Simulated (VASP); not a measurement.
# How biaxial strain in the (110) plane changes CdSe (F-43m), part 2 of 2

Wanted: the response of CdSe to biaxial strain in the (110) plane, as a table, with a fit that predicts a row left out.

VASP 6.6.1, plane waves and PAW; the level of theory is named at each step.

So far: The starting structure; Relax the crystal, LDA; Strain along the normal, LDA; Band edges, r2SCAN with spin-orbit coupling.

**4. Band edges, r2SCAN with spin-orbit coupling (continued)**

Level of this step: r2SCAN, spin-orbit coupling; plane waves and PAW (Cd, Se); cell typed or built by script (VASP).

Parts of OUTCAR (step 4):

```text
  LATTYP: Found a body centered orthorhombic cell.
 ALAT       =     4.2145443960
 B/A-ratio  =     1.0207158914
 C/A-ratio  =     1.4142135628

 Subroutine GETGRP returns: Found  4 space group operations
 (whereof  4 operations were pure point group operations)

The static configuration has the point symmetry C_2v.

 Found    112 irreducible k-points:

   k-points           NKPTS =    112   k-points in BZ     NKDIM =    112   number of bands    NBANDS=     28

   dimension x,y,z NGX =    30 NGY =   30 NGZ =   30
   dimension x,y,z NGXF=    60 NGYF=   60 NGZF=   60

   ENCUT  =  450.0 eV  33.07 Ry    5.75 a.u.   7.33  7.33  7.44*2*pi/ulx,y,z

   NELECT =      18.0000    total number of electrons

 E-fermi :   1.4509

 k-point     1 :       0.0000    0.0000    0.0000
  band No.  band energies     occupation
    ...
     14       0.9016      1.00000
     15       1.2377      1.00000
     16       1.2377      1.00000
     17       1.2944      1.00000
     18       1.2944      1.00000
     19       2.3178      0.00000
     20       2.3178      0.00000
     21       7.3359      0.00000
     22       7.3359      0.00000
     23       7.7039      0.00000
    ...

 k-point     2 :       0.1429   -0.0000    0.0000
  band No.  band energies     occupation
    ...
     14      -0.2160      1.00000
     15       0.8330      1.00000
     16       0.8363      1.00000
     17       1.0675      1.00000
     18       1.0896      1.00000
     19       3.3833      0.00000
     20       3.3872      0.00000
     21       7.3624      0.00000
     22       7.3667      0.00000
     23       7.7601      0.00000
    ...

  Total        1.3144803      1.3144803      1.3561926     -0.1585108      0.0000000      0.0000000
  in kB       38.9782983     38.9782983     40.2151952     -4.7003227      0.0000000      0.0000000
  external PRESSURE =      39.3905973 kB  Pullay stress =       0.0000000 kB

 POSITION                                       TOTAL-FORCE (eV/Angst)
 -----------------------------------------------------------------------------------
      3.04187      3.04187      0.01385         0.000000      0.000000      0.015713
      1.52093      1.52093      1.47621        -0.000000     -0.000000     -0.015713
 -----------------------------------------------------------------------------------
    total drift:                               -0.000001     -0.000001      0.000078

  FREE ENERGIE OF THE ION-ELECTRON SYSTEM (eV)
  ---------------------------------------------------
  free  energy   TOTEN  =      -520.8671417509 eV

  energy  without entropy=     -520.8671417509  energy(sigma->0) =     -520.86714175

 Spin-Orbit-Coupling matrix elements
 Ion:    1  E_soc:     -0.0585780
 Ion:    2  E_soc:     -0.0381981

[... 1 part as in an earlier step ...]

[... 7 further parts left out ...]
```

Numbers from this step:

```
energy(sigma→0) of the program : -520.8671 eV
stress, compression positive   : 3.43 along [110], 4.19 across it (mean), GPa
```

The run ends at a pressure of 3.94 GPa, with forces up to 0.016 eV/Å.

**5. The whole series**

Runs beyond LDA use the data sets made with LDA; this shifts their levels slightly, and their total energies have another zero (at TB-mBJ, which has no energy functional, they mean nothing).

The other members went through these steps as far as the tables show, with the same cutoff and, step by step, the same mesh; 46 runs are not shown, of which 1 ended short or failed. The session took 8.0 core hours (wall time by ranks) on a shared machine.

```tsv
in-plane strain (%)	strain along the normal (%)	mean of the two in-plane stresses, tension positive (GPa)	energy above the unstrained row (meV/atom)	gap on the mesh, LDA (eV)
-2.000	2.156	-1.610	5.967	0.379
-1.500	1.599	-1.212	3.443	0.393
-1.000	1.051	-0.811	1.604	0.406
-0.500	0.518	-0.397	0.452	0.416
0	-0.015	0.012	0.000	0.425
0.500	-0.550	0.417	0.263	0.385
1.000	-1.049	0.844	1.227	0.345
1.500	-1.544	1.267	2.904	0.303
2.000	-2.028	1.690	5.309	0.260
```

Slopes at zero strain, from cubics through all rows: strain ratio -1.055, stress over strain 83 GPa.

Band edges at TB-mBJ with spin-orbit coupling, counted from the valence-band top at Γ, spin-orbit pairs averaged, with one row partly withheld:

```tsv
in-plane strain (%)	gap (eV)	conduction band at Γ (eV)	Δ or X valley along z (eV)	Δ or X valley along x (eV)	lowest conduction level at L, [111] (eV)	lowest conduction level at L, [-111] (eV)	second valence level below the top (eV)	third valence level below the top (eV)
-2.000	1.867	1.868	3.700	3.904	3.534	3.267	0.099	0.415
-1.500	1.880	1.880	3.792	3.925	3.510	3.314	0.077	0.391
-0.500	1.899	1.899	3.939	3.966	3.466	3.404	0.028	0.352
0	1.905	1.906	3.986	3.986	3.444	3.445	0.000	0.337
0.500	?	?	3.981	3.974	3.393	3.454	0.031	0.354
1.000	1.850	1.850	3.958	3.960	3.342	3.457	0.063	0.375
1.500	1.816	1.816	3.922	3.945	3.290	3.456	0.097	0.399
2.000	1.779	1.779	3.876	3.927	3.237	3.451	0.133	0.427
```

Conduction masses, in electron masses:

```tsv
in-plane strain (%)	conduction mass at Γ, along the strain axis or the normal of the plane	conduction mass at Γ, across the strain axis or in the plane
-2.000	0.160	0.179
-1.500	0.162	0.176
-0.500	0.167	0.172
0	0.169	0.169
0.500	0.171	0.167
1.000	0.174	0.164
1.500	0.176	0.162
2.000	0.177	0.160
```

Band edges at r2SCAN with spin-orbit coupling, counted from the valence-band top at Γ, spin-orbit pairs averaged:

```tsv
in-plane strain (%)	gap (eV)	conduction band at Γ (eV)	Δ or X valley along z (eV)	Δ or X valley along x (eV)	lowest conduction level at L, [111] (eV)	lowest conduction level at L, [-111] (eV)	second valence level below the top (eV)	third valence level below the top (eV)
-2.000	1.002	1.003	3.004	3.216	2.904	2.598	0.105	0.440
-1.500	1.014	1.014	3.098	3.235	2.874	2.650	0.082	0.415
-1.000	1.023	1.023	3.179	3.253	2.845	2.699	0.057	0.393
-0.500	1.030	1.030	3.243	3.271	2.817	2.746	0.030	0.374
0	1.036	1.036	3.289	3.289	2.790	2.791	0.000	0.357
0.500	1.008	1.008	3.284	3.274	2.732	2.802	0.033	0.376
1.000	0.976	0.976	3.262	3.258	2.675	2.807	0.067	0.398
1.500	0.940	0.940	3.226	3.240	2.618	2.808	0.104	0.424
2.000	0.901	0.901	3.180	3.220	2.559	2.804	0.142	0.453
```

Conduction masses, in electron masses:

```tsv
in-plane strain (%)	conduction mass at Γ, along the strain axis or the normal of the plane	conduction mass at Γ, across the strain axis or in the plane
-2.000	0.095	0.101
-1.500	0.096	0.100
-1.000	0.096	0.099
-0.500	0.096	0.098
0	0.096	0.096
0.500	0.096	0.095
1.000	0.096	0.093
1.500	0.095	0.092
2.000	0.094	0.091
```

**6. Fit and prediction**

The quantity to fit is the conduction level at Γ above the mean of the three top valence levels at TB-mBJ with spin-orbit coupling: 2.039, 2.036, 2.026, 2.018, 1.996, 1.982, 1.966 eV in the rows shown.

Fitting a parabola to the 7 known rows (e: strain in %) gives E = − 0.003906 e² − 0.01825 e + 2.018 in eV; the residuals are 2.1e-4 eV r.m.s.

For the withheld row, e = 0.5, the fit gives 2.0077 eV.

**7. The withheld row**

The calculation gives 2.0081 eV, so the prediction is 0.0004 eV too low.

**8. What came out**

```yaml
ratio_of_normal_to_in_plane_strain: -1.055
biaxial_modulus: 83 GPa
gap_of_the_unstrained_cell_tb_mbj_with_spin_orbit_coupling: 1.91 eV
gap_of_the_unstrained_cell_r2scan_with_spin_orbit_coupling: 1.04 eV
slope_at_zero_strain_of_the_conduction_level_at_gamma_above_the_mean_of_the_three_top_valence_levels_tb_mbj_with_spin_orbit_coupling: -18 meV per %
error_of_the_predicted_row: -0.4 meV
```

As a check, the curvature of the energy gives 83 GPa for the same modulus (energy per volume = M × strain²), 0 % from the slope of the stress. At TB-mBJ with spin-orbit coupling the lowest conduction valley is Γ throughout, and the gap runs between 1.78 and 1.91 eV. At r2SCAN with spin-orbit coupling the lowest conduction valley is Γ throughout, and the gap runs between 0.90 and 1.04 eV. Hole masses are left out throughout, since the top bands are degenerate or cross in many series; of conduction masses, those of the Γ, L and (for Si and Ge under (001) strain) Δ valleys are kept where they change by under an eighth between rows. TB-mBJ is a potential fitted for gaps; it has no energy functional, so its total energies and forces mean nothing, and its bands tend to come out too narrow. r2SCAN opens gaps somewhat over GGA but leaves them below measured values as a rule. Δ or X levels are the lowest on their line, refined by a parabola unless they lie at X; the gap is read from all points sampled and can differ from the lowest valley by some meV, or by tens of meV where strain moves the valence top off Γ. Temperature, zero-point motion and excitons are left out.

[Lines on the potential files, build, host, timing and source positions are cut from VASP's logs without a mark.]

[Logs are printed without paths, hosts, clocks, repeated set-up lines and the standing remarks that a program may print on its own settings, such as how far it seeks lower states.]

[Hosts, paths, dates, database ids (printed as entryN), source tags and the programs' standing remarks are cut or masked in the printed files.]

[In band tables of VASP the shares of atoms and orbitals are scaled to a sum of 1 inside the atoms' spheres.]
